**Question: Why does the same iridium crystal swell and soften when I change the functional, and why is LDA out of line?**

I have five calculations on one face-centred cubic iridium cell. The atoms are the same each time, yet the equilibrium volume and the bulk modulus (the resistance to uniform compression) both move.

GPAW 26.7.0, plane-wave PAW DFT without spin polarisation or spin–orbit coupling, for fcc iridium (one-atom cell), with a 600 eV cutoff, a 12 × 12 × 12 k mesh and Fermi–Dirac smearing of 0.05 eV. Volumes, bulk moduli and their slopes come from fits to energies at seven volumes, 94% to 106% of the given cell (14.06 Å³/atom).

| functional | potentials | equilibrium volume (Å³/atom) | equilibrium volume change (% of the given cell) | bulk modulus (GPa) | bulk modulus slope |
| --- | --- | --- | --- | --- | --- |
| LDA | GPAW-PAW-data-sets-(gpaw-data 1.2.1),-other-valence | 14.057 | -0.010 | 408.1 | 5.170 |
| PBE | GPAW-PAW-data-sets-(gpaw-data-1.2.1) | 14.440 | 2.710 | 349.7 | 5.060 |
| PBEsol | PAW-data-sets-made-by gpaw-setup-for-the-functional | 13.993 | -0.470 | 387.2 | 5.010 |
| RPBE | GPAW-PAW-data-sets-(gpaw-data-1.2.1) | 14.638 | 4.120 | 333.5 | 5.080 |
| C09-vdW | GPAW-PAW-data-sets-(gpaw-data-1.2.1) | 14.346 | 2.040 | 362.1 | 5.060 |

Going from PBEsol through C09-vdW and PBE to RPBE, the metal gets larger and softer. LDA doesn't fit: it has a slightly larger volume than PBEsol, but it is also the stiffest of all. Is there one explanation for the main trend, and should I believe the LDA exception?

**Answer**

A change of functional acts on this crystal much like an extra pressure. RPBE pushes the atoms apart compared with PBE, and the other three functionals pull them together. The change in stiffness follows mostly from the new spacing. The LDA exception is less trustworthy, because LDA and PBEsol, the two rows that break the order, differ in their data sets for the atomic cores as well as in the functional.

**Where the push comes from**

PBE, PBEsol and RPBE use the electron density and also its gradient, which measures how unevenly the density is spread. Their exchange energy becomes more favourable where the density varies strongly. When a metal expands, the density between the atoms thins out and becomes more uneven relative to its local value. A functional that rewards unevenness more strongly therefore favours a larger crystal.

PBEsol has a weaker gradient term than PBE, and RPBE has a stronger one where the gradients are large. That is the standard explanation for their places on either side of PBE, and the volumes agree with it. C09-vdW changes both the exchange and the correlation, so its place between PBEsol and PBE can't be credited to either part alone. Its calculated energies also start from a very different zero than those of the other rows. That is expected when the data set for the atomic cores was made for another functional, so the data set may have a share in its place too.

The push can be read from the calculated energies. Take the energy curve of a functional, subtract PBE's curve, and see how the difference changes with volume: its downhill slope is the extra pressure. At the volume of the given cell, RPBE pushes outward by about 5 GPa, while PBEsol pulls inward by about 12 GPa.

**Why a larger crystal is softer**

Think of a weight hung on a spring that gets softer as it is stretched. The weight doesn't alter the spring; it only moves the resting point to a softer part of its range. The comparison holds as long as the extra force stays the same at every extension.

For the crystal, let $V$ be the equilibrium volume, $B$ the bulk modulus and $B'$ the bulk modulus slope, which is the rise of $B$ per unit of pressure. A small volume change $dV$ requires a pressure change $dP=-B\,dV/V$. Since $dB=B'\,dP$, the relative change in stiffness is

$$\frac{dB}{B}=-B'\,\frac{dV}{V}.$$

If $B'$ is taken as constant, adding up these small steps from PBE's equilibrium gives

$$B=B_{\rm PBE}\left(\frac{V_{\rm PBE}}{V}\right)^{B'_{\rm PBE}}.$$

With a slope near 5, each per cent of extra volume should cost about 5% of the stiffness. The physical reason is that the repulsion between neighbouring atoms, which supplies much of the resistance to squeezing, falls off steeply with distance.

**RPBE, worked through**

RPBE's volume is 14.638 Å³ per atom, against 14.440 Å³ for PBE. PBE's bulk modulus is 349.7 GPa and its slope is 5.06, so

$$B=349.7\times\left(\frac{14.440}{14.638}\right)^{5.06}\approx 326\ \text{GPa}.$$

The full RPBE calculation gives 333.5 GPa, so the estimate is about 2% too low. It uses RPBE's volume but not its bulk modulus. The larger spacing explains why RPBE is softer, though on its own it would soften the metal somewhat too much.

The remainder arises because the outward push isn't quite constant: it weakens as the crystal expands. An expanded crystal is therefore pushed outward less, which helps it return to equilibrium and makes it a little stiffer than the simple spring picture suggests.

**PBEsol, where the estimate is weakest**

The same formula gives 410 GPa for PBEsol, but the full calculation gives 387 GPa. The smaller volume correctly predicts a stiffer metal than PBE, but it exaggerates the increase. This is the largest miss among the five rows, about 6% of the calculated value.

Here the extra pressure points inward, and it too weakens on expansion, from 12.7 to 11.0 GPa over a volume change of 8% of the given cell. An expanded crystal is then pulled back less strongly, so it is softer. The size of this effect is the change in pressure divided by the relative change in volume, $(12.7-11.0)/0.08\approx 21$ GPa, which is close to the miss. This locates the error in the simple picture, but it isn't an independent test, because it uses the same energy curves.

**Why LDA breaks the order**

LDA has no gradient term to favour expansion. With matching treatments of the atomic cores, it normally gives a smaller volume than PBEsol. Here its volume is about 0.5% larger, which is well above the scatter of the fitted energy curves.

The "potentials" column offers a likely reason. LDA is the only row whose data set is labelled "other valence", meaning that a different set of electrons is treated explicitly while the rest stay frozen in the core. When atoms are squeezed, electrons near the core can respond if they are treated explicitly but not if they are frozen. That can change both the preferred spacing and the stiffness, although these results don't show by how much.

The stiffness reversal can be traced one step further. From volume alone, LDA should be slightly softer than PBEsol, yet it comes out 21 GPa stiffer. Its inward pull grows a little on expansion, whereas PBEsol's weakens. The energy curves show this difference, but they can't tell whether it comes from the functional or from the data set.

An LDA calculation with the standard data set would help to separate the two. PBEsol also uses a specially generated data set, so part of the gap could come from that side, and so could part of PBEsol's difference from PBE. Until this is checked, I wouldn't take the reversed order as a property of LDA itself.

**What to take from this in practice**

To place a similar functional, first ask whether it rewards density gradients more or less than PBE. More reward points to a larger, softer crystal; less points to a smaller, stiffer one, provided the data sets match. The volume then gives a first estimate of the stiffness, with the PBEsol row as a reminder of how far it can miss.

LDA's volume change of only −0.010% is no sign of accuracy, because it is counted from the given cell, and nothing here says that this cell was measured.
